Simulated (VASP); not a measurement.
Runs of VASP 6.6.1 on ZnS. Symmetry: F-43m, No. 216, cubic system. The conventional cell has a = 5.404 Å, b = 5.404 Å, c = 5.404 Å, α = 90.00°, β = 90.00°, γ = 90.00°. Zn (site symmetry -43m) is surrounded by 4 S at 2.34 Å. Around S (site symmetry -43m) lie 4 Zn at 2.34 Å. 

```csv
task,cell,gap on the mesh (eV),pressure (GPa)
relaxation of the atoms,atoms relaxed from: a relaxed cell with its volume scaled by 0.96,(b),3.9
relaxation of the atoms,atoms relaxed from: a relaxed cell with its volume scaled by 1.02,2.06,-1.6
relaxation of cell and atoms,relaxed,2.15,0.0
relaxation of the atoms,atoms relaxed from: a relaxed cell with its volume scaled by 1.04,1.97,-3.0
relaxation of the atoms,atoms relaxed from: a relaxed cell with its volume scaled by 1.06,(a),-4.4
relaxation of the atoms,atoms relaxed from: a relaxed cell with its volume scaled by 0.98,2.24,1.9
relaxation of the atoms,atoms relaxed,2.15,0.1
```

Alike in all rows: level LDA; potentials or basis VASP PAW LDA potentials, release 64 (Zn, S); no spin polarisation; k mesh 10 × 10 × 10; cutoff (eV) 600; smearing gaussian 0.03 eV.

Problem. Fill in the values left out.

Solution. (a) 1.88; (b) 2.34.

Caveats: the relaxation stopped at its first step, so nothing moved (some runs).

